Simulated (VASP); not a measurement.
# SnSe2 (P-3m1) in VASP: a series of runs, part 2 of 2

VASP 6.6.1. Earlier steps stand in the parts before.

### Step 3. Single point, PBE, spin-orbit coupling, no magnetisation

INCAR reads:

```
  PREC = Accurate
  ENCUT = 460
  EDIFF = 1E-7
  ISMEAR = 0
  SIGMA = 0.02
  LREAL = F
  LASPH = T
  NELM = 100
  ALGO = Normal
  ISIF = 2
  LWAVE = F
  LCHARG = F
  MAGMOM = 0 0 0 0 0 0 0 0 0
  LORBIT = 11
  LSORBIT = T
  GGA_COMPAT = F
  GGA = PE
  NBANDS = 42
```

KPOINTS reads:

```
Automatic mesh
0
Gamma
  6 6 3
```

POSCAR reads:

```
SnSe2
1.0
    3.8110000000      0.0000000000      0.0000000000
   -1.9055000000      3.3004228138      0.0000000000
    0.0000000000      0.0000000000      6.1360000000
Sn Se
1 2
Direct
    0.0000000000      0.0000000000      0.0000000000
    0.6666666667      0.3333333333      0.7510000000
    0.3333333333      0.6666666667      0.2490000000
```

Potentials or basis: VASP PAW PBE potentials, release 64 (Sn_d, Se).

Launch:

```bash
cat potpaw_PBE.64/Sn_d/POTCAR potpaw_PBE.64/Se/POTCAR > POTCAR
mpirun -np 1 vasp_ncl > vasp.out
```

OUTCAR:

```text
PREC = Accurate
   ENCUT = 460
   EDIFF = 1E-7
   ISMEAR = 0
   LREAL = F
   LASPH = T
   NELM = 100
   ISIF = 2
   LORBIT = 11
   LSORBIT = T
   GGA = PE

 Found     17 irreducible k-points:

 Following reciprocal coordinates:
            Coordinates               Weight
  0.000000  0.000000  0.000000      1.000000
  0.166667 -0.000000  0.000000      6.000000
  0.333333 -0.000000  0.000000      6.000000
  0.500000  0.000000  0.000000      3.000000
  0.166667  0.166667  0.000000      6.000000
  0.333333  0.166667  0.000000     12.000000
   k-points           NKPTS =     17   k-points in BZ     NKDIM =     17   number of bands    NBANDS=     42
   number of dos      NEDOS =    301   number of ions     NIONS =      3
   total plane-waves  NPLWV =  37632
   dimension x,y,z NGX =    28 NGY =   28 NGZ =   48
   dimension x,y,z NGXF=    56 NGYF=   56 NGZF=   96
   ions per type =               1   2
   NGX,Y,Z   is equivalent  to a cutoff of  12.21, 12.21, 13.00 a.u.
   NGXF,Y,Z  is equivalent  to a cutoff of  24.43, 24.43, 26.01 a.u.
 SYSTEM =  unknown system
   PREC   = accura    normal or accurate (medium, high low for compatibility)
   ISTART =      0    job   : 0-new  1-cont  2-samecut
   ICHARG =      2    charge: 1-file 2-atom 10-const
   ISPIN  =      1    spin polarized calculation?
   LNONCOLLINEAR =      T non collinear calculations
   LSORBIT =      T    spin-orbit coupling
   LASPH  =      T    aspherical Exc in radial PAW
   ENCUT  =  460.0 eV  33.81 Ry    5.81 a.u.   6.66  6.66 10.73*2*pi/ulx,y,z
   NELM   =    100;   NELMIN=  2; NELMDL= -5     # of ELM steps
   EDIFF  = 0.1E-06   stopping-criterion for ELM
   LREAL  =      F    real-space projection
   EDIFFG = 0.1E-05   stopping-criterion for IOM
   NSW    =      0    number of steps for IOM
   IBRION =     -1    ionic relax: 0-MD 1-quasi-New 2-CG
   NFREE  =      0    steps in history (QN), initial steepest desc. (CG)
   ISIF   =      2    stress and relaxation
   ISYM   =      2    0-nonsym 1-usesym 2-fastsym
   POTIM  = 0.5000    time-step for ionic-motion
   TEBEG  =    0.0;   TEEND  =   0.0 temperature during run
   PSTRESS=    0.0 pullay stress
   NELECT =      26.0000    total number of electrons
   NUPDOWN=      -1.0000    fix difference up-down
   EMIN   =  10.00;   EMAX   =-10.00  energy-range for DOS
   EFERMI =   0.00;   METHOD = LEGACY
   ISMEAR =     0;   SIGMA  =   0.02  broadening in eV -4-tet -1-fermi 0-gaus
   EFERMI_NEDOS =   21; number of points for ismear=-14 and -15
   IALGO  =     38    algorithm
   IMIX   =      4    mixing-type and parameters
     AMIX     =   0.40;   BMIX     =  1.00
     AMIX_MAG =   1.60;   BMIX_MAG =  1.00
  volume/ion in A,a.u.               =      25.73       173.61
  Fermi-wavevector in a.u.,A,eV,Ry     =   1.139116  2.152617 17.654722  1.297585
  Thomas-Fermi vector in A             =   2.275820
   LORBIT       =     11    0 simple, 1 ext, 2 COOP (PROOUT), +10 PAW based schemes
   GGA     = PE    functional components
   LHFCALC =     F    Hartree Fock is set to
   AEXX    =    0.0000 exact exchange contribution
   IVDW    =     0    specifies the selected vdW correction
   LEPSILON=     F    determine dielectric tensor
   LRPA    =     F    only Hartree local field effects (RPA)
 Gauss-broadening in eV      SIGMA  =   0.02
  energy-cutoff  :      460.00
  volume of cell :       77.18
 maximum number of plane-waves:      3522
 NGX is ok and might be reduce to    28
   NGX = 13   NGY = 13   NGZ = 21

 number of electron      26.0000006 magnetization      -0.0000000      0.0000000     -0.0000000

 number of electron      26.0000006 magnetization      -0.0000000     -0.0000000     -0.0000000

 number of electron      26.0000006 magnetization       0.0000000      0.0000000      0.0000000

 number of electron      26.0000006 magnetization      -0.0000000      0.0000000      0.0000000

 Free energy of the ion-electron system (eV)
  ---------------------------------------------------
  ext. energy  EPLUGINS =         0.00000000
  ---------------------------------------------------
  free energy    TOTEN  =       -11.82122008 eV

  energy without entropy =      -11.82122008  energy(sigma->0) =      -11.82122008

 E-fermi :   4.3676     XC(G=0):  -9.4514

 val. band max:        4.2302087519   @ k =   0.0000   0.0000   0.0000
 cond. band min:       4.9496001827   @ k =   0.5000   0.0000   0.3333
 fundamental gap:      0.7193914308
 Fermi energy:         4.3676123150

 k-point     1 :       0.0000    0.0000    0.0000
  band No.  band energies     occupation
      1     -17.6854      1.00000
      2     -17.6854      1.00000
      3     -17.6680      1.00000
      4     -17.6680      1.00000
      5     -16.6676      1.00000
      6     -16.6676      1.00000
[... 235 lines left out ...]
     37      12.6962      0.00000
     38      12.6962      0.00000

 [... further k-points ...]

 [bands above 38 left out]

------------------------ aborting loop because EDIFF is reached ----------------------------------------

  FORCE on cell =-STRESS in cart. coord.  units (eV):
  Direction    XX          YY          ZZ          XY          YZ          ZX
  --------------------------------------------------------------------------------------
  -------------------------------------------------------------------------------------
  Total        2.5325120      2.5325120      3.2231024      0.0000000      0.0000000      0.0000000
  in kB       52.5736612     52.5736612     66.9099661      0.0000000      0.0000000      0.0000000
  external PRESSURE =      57.3524295 kB  Pullay stress =       0.0000000 kB

 VOLUME and BASIS-vectors are now :
 -----------------------------------------------------------------------------
  energy-cutoff  :      460.00
  volume of cell :       77.18
      direct lattice vectors                 reciprocal lattice vectors
     3.811000000  0.000000000  0.000000000     0.262398321  0.151495741  0.000000000
    -1.905500000  3.300422814  0.000000000     0.000000000  0.302991482  0.000000000
     0.000000000  0.000000000  6.136000000     0.000000000  0.000000000  0.162972621

 POSITION                                       TOTAL-FORCE (eV/Angst)
 -----------------------------------------------------------------------------------
      0.00000      0.00000      0.00000        -0.000000      0.000000      0.000000
      1.90550      1.10014      4.60814         0.000000     -0.000000     -0.779260
     -0.00000      2.20028      1.52786         0.000000      0.000000      0.779260
 -----------------------------------------------------------------------------------
    total drift:                                0.000000      0.000000      0.000000

  FREE ENERGIE OF THE ION-ELECTRON SYSTEM (eV)
  ---------------------------------------------------
  free  energy   TOTEN  =       -11.8212200849 eV

  energy  without entropy=      -11.8212200849  energy(sigma->0) =      -11.82122008

 Spin-Orbit-Coupling matrix elements

 Ion:    1  E_soc:     -0.0906824
 l=   1
     0.0000000    -0.0091094    -0.0090495
    -0.0091094     0.0000000    -0.0091094
    -0.0090495    -0.0091094     0.0000000
 l=   2
     0.0000000    -0.0011967     0.0000000    -0.0011967    -0.0048264
    -0.0011967     0.0000000    -0.0036359    -0.0011881    -0.0011967
     0.0000000    -0.0036359     0.0000000    -0.0036359     0.0000000
    -0.0011967    -0.0011881    -0.0036359     0.0000000    -0.0011967
    -0.0048264    -0.0011967     0.0000000    -0.0011967     0.0000000
 l=   3
     0.0000000     0.0000000     0.0000000     0.0000000     0.0000000     0.0000000     0.0000000
     0.0000000     0.0000000     0.0000000     0.0000000     0.0000000     0.0000000     0.0000000
     0.0000000     0.0000000     0.0000000     0.0000000     0.0000000     0.0000000     0.0000000
     0.0000000     0.0000000     0.0000000     0.0000000     0.0000000     0.0000000     0.0000000
[... 29 lines left out ...]
 l=   2
     0.0000000    -0.0000002     0.0000000    -0.0000002    -0.0000027
    -0.0000002     0.0000000     0.0000019     0.0000040    -0.0000002
     0.0000000     0.0000019     0.0000000     0.0000019     0.0000000
    -0.0000002     0.0000040     0.0000019     0.0000000    -0.0000002
    -0.0000027    -0.0000002     0.0000000    -0.0000002     0.0000000
 l=   3
     0.0000000     0.0000000     0.0000000     0.0000000     0.0000000     0.0000000     0.0000000
     0.0000000     0.0000000     0.0000000     0.0000000     0.0000000     0.0000000     0.0000000
     0.0000000     0.0000000     0.0000000     0.0000000     0.0000000     0.0000000     0.0000000
     0.0000000     0.0000000     0.0000000     0.0000000     0.0000000     0.0000000     0.0000000
     0.0000000     0.0000000     0.0000000     0.0000000     0.0000000     0.0000000     0.0000000
     0.0000000     0.0000000     0.0000000     0.0000000     0.0000000     0.0000000     0.0000000
     0.0000000     0.0000000     0.0000000     0.0000000     0.0000000     0.0000000     0.0000000

 total charge

# of ion       s       p       d       tot
------------------------------------------
    1        1.051   1.063  10.117  12.232
    2        1.483   2.337   0.030   3.849
    3        1.483   2.337   0.030   3.849
--------------------------------------------------
tot          4.017   5.737  10.176  19.931

 magnetization (x)

# of ion       s       p       d       tot
------------------------------------------
    1        0.000   0.000   0.000   0.000
    2        0.000   0.000   0.000   0.000
    3        0.000   0.000   0.000   0.000
--------------------------------------------------
tot          0.000   0.000   0.000   0.000

 magnetization (y)

# of ion       s       p       d       tot
------------------------------------------
    1        0.000   0.000   0.000   0.000
    2        0.000  -0.000   0.000  -0.000
    3        0.000  -0.000   0.000  -0.000
--------------------------------------------------
tot          0.000  -0.000   0.000  -0.000

 magnetization (z)

# of ion       s       p       d       tot
------------------------------------------
    1        0.000   0.000   0.000   0.000
    2        0.000   0.000   0.000   0.000
    3        0.000   0.000   0.000   0.000
--------------------------------------------------
tot          0.000   0.000   0.000   0.000
```

It took 84 s on 1 thread of Intel Xeon Platinum 8375C at 2.90GHz (Ice Lake), shared host; peak memory 0.37 GiB.

The run converged, but some of its settings lie outside the range that counts as converged, so its numbers aren't taken as properties of the crystal.

What came out:

```
Free energy                                           : -11.8212 eV
Pressure                                              : 5.7 GPa
Largest force                                         : 0.779 eV/Å
Valence electrons inside the program's atomic spheres : Sn 12.23; Se 3.85
```

Caveat: this functional lacks dispersion, which binds the layers, so the pressure and a relaxed spacing across them are unreliable.

### Step 4. Single point, PBE, spin-orbit coupling, no magnetisation

INCAR, as its differences from that of step 3:

```diff
@@ -1,3 +1,3 @@
   PREC = Accurate
-  ENCUT = 460
+  ENCUT = 650
   EDIFF = 1E-7
```

KPOINTS reads:

```
Automatic mesh
0
Gamma
  5 5 3
```

POSCAR is that of step 3.

Launch:

```bash
cat potpaw_PBE.64/Sn_d/POTCAR potpaw_PBE.64/Se/POTCAR > POTCAR
mpirun -np 1 vasp_ncl > vasp.out
```

Wall time 89 s (1 thread of Intel Xeon Platinum 8375C at 2.90GHz (Ice Lake), shared host); peak memory 0.47 GiB.

The run converged, but some of its settings lie outside the range that counts as converged, so its numbers aren't taken as properties of the crystal.

Results:

```
Free energy                                           : -11.8018 eV
Pressure                                              : 5.8 GPa
Largest force                                         : 0.766 eV/Å
Valence electrons inside the program's atomic spheres : Sn 12.23; Se 3.85
```

Caveat: the k mesh is coarse (spacing up to 0.38 Å⁻¹), so the values aren't converged; this functional lacks dispersion, which binds the layers, so the pressure and a relaxed spacing across them are unreliable.

### Step 5. Single point, PBE, spin-orbit coupling, no magnetisation

INCAR, as its differences from that of step 4:

```diff
@@ -1,3 +1,3 @@
   PREC = Accurate
-  ENCUT = 650
+  ENCUT = 280
   EDIFF = 1E-7
```

KPOINTS reads:

```
Automatic mesh
0
Gamma
  8 8 5
```

POSCAR is that of step 4.

Launch:

```bash
cat potpaw_PBE.64/Sn_d/POTCAR potpaw_PBE.64/Se/POTCAR > POTCAR
mpirun -np 1 vasp_ncl > vasp.out
```

It took 84 s on 1 thread of Intel Xeon Platinum 8375C at 2.90GHz (Ice Lake), shared host; peak memory 0.27 GiB.

These settings aren't checked as converged: the numbers below hold their error.

Results:

| Property | Result |
| --- | --- |
| Free energy | -11.8324 eV |
| Pressure | 5.6 GPa |
| Largest force | 0.811 eV/Å |
| Valence electrons inside the program's atomic spheres | Sn 12.22; Se 3.85 |

Caveat: the cutoff is under 1.25 times the usual one of these potentials, so pressure, stress and relaxed cells hold a basis-set (Pulay) error; this functional lacks dispersion, which binds the layers, so the pressure and a relaxed spacing across them are unreliable.

### Step 6. For comparison

An earlier run on the cell as given: functional PBEsol; potentials or basis VASP PAW PBE potentials, release 64 (Sn_d, Se); cutoff 520 eV; k mesh 8 × 8 × 5; occupations fermi-dirac, width 0.05 eV; no spin polarisation.

* Pressure: 2.6 GPa
* Largest force: 0.622 eV/Å
* Band gap on the k mesh: 0.73 eV, indirect (least direct gap 1.00 eV)
